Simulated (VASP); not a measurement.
# Na: drag along a line

Na, slab, 13 atoms in the cell. PBE, constrained relaxations along a path; PAW potentials Na_pv (PBE set).

Path: drag along a line, Na hops from a hollow site to the next hollow site of Na(100).

## Input

INCAR:
```
PREC = Normal ; ENCUT = 300
EDIFF = 1E-6 ; ISMEAR = 1
SIGMA = 0.1 ; LREAL = F
LASPH = T ; NELM = 100
ALGO = Normal ; LWAVE = F
LCHARG = F ; IBRION = 2
NSW = 60 ; ISIF = 2
EDIFFG = -0.03 ; POTIM = 0.5
KPAR = 2
```

KPOINTS:
```
k-points
0
Gamma
  2 2 1
```

POSCAR.step1:
```
Na
1.0
    8.5640000000      0.0000000000      0.0000000000
    0.0000000000      8.5640000000      0.0000000000
    0.0000000000      0.0000000000     19.4520000000
Na
13
Selective dynamics
Direct
    0.0000000000      0.0000000000      0.3084515731  F F F
    0.5000000000      0.0000000000      0.3084515731  F F F
    0.0000000000      0.5000000000      0.3084515731  F F F
    0.5000000000      0.5000000000      0.3084515731  F F F
    0.2500000000      0.2500000000      0.4185173761  T T T
    0.7500000000      0.2500000000      0.4185173761  T T T
    0.2500000000      0.7500000000      0.4185173761  T T T
    0.7500000000      0.7500000000      0.4185173761  T T T
    0.0000000000      0.0000000000      0.5285831791  T T T
    0.5000000000      0.0000000000      0.5285831791  T T T
    0.0000000000      0.5000000000      0.5285831791  T T T
    0.5000000000      0.5000000000      0.5285831791  T T T
    0.2500000000      0.2500000000      0.5902734937  F T T
```

POSCAR.step2:
```
Na
1.0
    8.5640000000      0.0000000000      0.0000000000
    0.0000000000      8.5640000000      0.0000000000
    0.0000000000      0.0000000000     19.4520000000
Na
13
Selective dynamics
Direct
    0.0000000000      0.0000000000      0.3084515731  F F F
    0.5000000000      0.0000000000      0.3084515731  F F F
    0.0000000000      0.5000000000      0.3084515731  F F F
    0.5000000000      0.5000000000      0.3084515731  F F F
    0.2500000000      0.2500000000      0.4185173761  T T T
    0.7500000000      0.2500000000      0.4185173761  T T T
    0.2500000000      0.7500000000      0.4185173761  T T T
    0.7500000000      0.7500000000      0.4185173761  T T T
    0.0000000000      0.0000000000      0.5285831791  T T T
    0.5000000000      0.0000000000      0.5285831791  T T T
    0.0000000000      0.5000000000      0.5285831791  T T T
    0.5000000000      0.5000000000      0.5285831791  T T T
    0.1500000000      0.2500000000      0.5902734937  F T T
```

POSCAR.step3:
```
Na
1.0
    8.5640000000      0.0000000000      0.0000000000
    0.0000000000      8.5640000000      0.0000000000
    0.0000000000      0.0000000000     19.4520000000
Na
13
Selective dynamics
Direct
    0.0000000000      0.0000000000      0.3084515731  F F F
    0.5000000000      0.0000000000      0.3084515731  F F F
    0.0000000000      0.5000000000      0.3084515731  F F F
    0.5000000000      0.5000000000      0.3084515731  F F F
    0.2500000000      0.2500000000      0.4185173761  T T T
    0.7500000000      0.2500000000      0.4185173761  T T T
    0.2500000000      0.7500000000      0.4185173761  T T T
    0.7500000000      0.7500000000      0.4185173761  T T T
    0.0000000000      0.0000000000      0.5285831791  T T T
    0.5000000000      0.0000000000      0.5285831791  T T T
    0.0000000000      0.5000000000      0.5285831791  T T T
    0.5000000000      0.5000000000      0.5285831791  T T T
    0.0750000000      0.2500000000      0.5902734937  F T T
```

POSCAR.step4:
```
Na
1.0
    8.5640000000      0.0000000000      0.0000000000
    0.0000000000      8.5640000000      0.0000000000
    0.0000000000      0.0000000000     19.4520000000
Na
13
Selective dynamics
Direct
    0.0000000000      0.0000000000      0.3084515731  F F F
    0.5000000000      0.0000000000      0.3084515731  F F F
    0.0000000000      0.5000000000      0.3084515731  F F F
    0.5000000000      0.5000000000      0.3084515731  F F F
    0.2500000000      0.2500000000      0.4185173761  T T T
    0.7500000000      0.2500000000      0.4185173761  T T T
    0.2500000000      0.7500000000      0.4185173761  T T T
    0.7500000000      0.7500000000      0.4185173761  T T T
    0.0000000000      0.0000000000      0.5285831791  T T T
    0.5000000000      0.0000000000      0.5285831791  T T T
    0.0000000000      0.5000000000      0.5285831791  T T T
    0.5000000000      0.5000000000      0.5285831791  T T T
    0.0000000000      0.2500000000      0.5902734937  F T T
```

POSCAR.step5:
```
Na
1.0
    8.5640000000      0.0000000000      0.0000000000
    0.0000000000      8.5640000000      0.0000000000
    0.0000000000      0.0000000000     19.4520000000
Na
13
Selective dynamics
Direct
    0.0000000000      0.0000000000      0.3084515731  F F F
    0.5000000000      0.0000000000      0.3084515731  F F F
    0.0000000000      0.5000000000      0.3084515731  F F F
    0.5000000000      0.5000000000      0.3084515731  F F F
    0.2500000000      0.2500000000      0.4185173761  T T T
    0.7500000000      0.2500000000      0.4185173761  T T T
    0.2500000000      0.7500000000      0.4185173761  T T T
    0.7500000000      0.7500000000      0.4185173761  T T T
    0.0000000000      0.0000000000      0.5285831791  T T T
    0.5000000000      0.0000000000      0.5285831791  T T T
    0.0000000000      0.5000000000      0.5285831791  T T T
    0.5000000000      0.5000000000      0.5285831791  T T T
   -0.0750000000      0.2500000000      0.5902734937  F T T
```

POSCAR.step6:
```
Na
1.0
    8.5640000000      0.0000000000      0.0000000000
    0.0000000000      8.5640000000      0.0000000000
    0.0000000000      0.0000000000     19.4520000000
Na
13
Selective dynamics
Direct
    0.0000000000      0.0000000000      0.3084515731  F F F
    0.5000000000      0.0000000000      0.3084515731  F F F
    0.0000000000      0.5000000000      0.3084515731  F F F
    0.5000000000      0.5000000000      0.3084515731  F F F
    0.2500000000      0.2500000000      0.4185173761  T T T
    0.7500000000      0.2500000000      0.4185173761  T T T
    0.2500000000      0.7500000000      0.4185173761  T T T
    0.7500000000      0.7500000000      0.4185173761  T T T
    0.0000000000      0.0000000000      0.5285831791  T T T
    0.5000000000      0.0000000000      0.5285831791  T T T
    0.0000000000      0.5000000000      0.5285831791  T T T
    0.5000000000      0.5000000000      0.5285831791  T T T
   -0.1500000000      0.2500000000      0.5902734937  F T T
```

POSCAR.step7:
```
Na
1.0
    8.5640000000      0.0000000000      0.0000000000
    0.0000000000      8.5640000000      0.0000000000
    0.0000000000      0.0000000000     19.4520000000
Na
13
Selective dynamics
Direct
    0.0000000000      0.0000000000      0.3084515731  F F F
    0.5000000000      0.0000000000      0.3084515731  F F F
    0.0000000000      0.5000000000      0.3084515731  F F F
    0.5000000000      0.5000000000      0.3084515731  F F F
    0.2500000000      0.2500000000      0.4185173761  T T T
    0.7500000000      0.2500000000      0.4185173761  T T T
    0.2500000000      0.7500000000      0.4185173761  T T T
    0.7500000000      0.7500000000      0.4185173761  T T T
    0.0000000000      0.0000000000      0.5285831791  T T T
    0.5000000000      0.0000000000      0.5285831791  T T T
    0.0000000000      0.5000000000      0.5285831791  T T T
    0.5000000000      0.5000000000      0.5285831791  T T T
   -0.2500000000      0.2500000000      0.5902734937  F T T
```

Commands (each step's output is kept before the next begins):
```
cat potpaw_PBE.64/Na_pv/POTCAR > POTCAR
cp POSCAR.step1 POSCAR
mpirun -np 4 vasp_std > vasp.out
cp POSCAR.step2 POSCAR
mpirun -np 4 vasp_std > vasp.out
cp POSCAR.step3 POSCAR
mpirun -np 4 vasp_std > vasp.out
cp POSCAR.step4 POSCAR
mpirun -np 4 vasp_std > vasp.out
cp POSCAR.step5 POSCAR
mpirun -np 4 vasp_std > vasp.out
cp POSCAR.step6 POSCAR
mpirun -np 4 vasp_std > vasp.out
cp POSCAR.step7 POSCAR
mpirun -np 4 vasp_std > vasp.out
```

## Result

- Barrier (eV): 0.154
- Ionic steps, all stages: 114
- Electronic steps, all stages: 1335

Energy along the pull:

| Share of the way | Energy above the start (eV) |
|---|---|
| 0 | 0.000 |
| 0.2 | 0.048 |
| 0.35 | 0.119 |
| 0.5 | 0.154 |
| 0.65 | 0.119 |
| 0.8 | 0.048 |
| 1 | -0.000 |

The slab is body-centred cubic Na(100), in-plane cell 8.56 × 8.56 Å, with 2 × 2 k points.

Limits: the adatom repeats in each 2 x 2 surface cell, and the slab has three layers.

VASP 6.6.1 took 1568 s on 4 cores (Intel Xeon Platinum 8559C (Emerald Rapids)), a shared host.
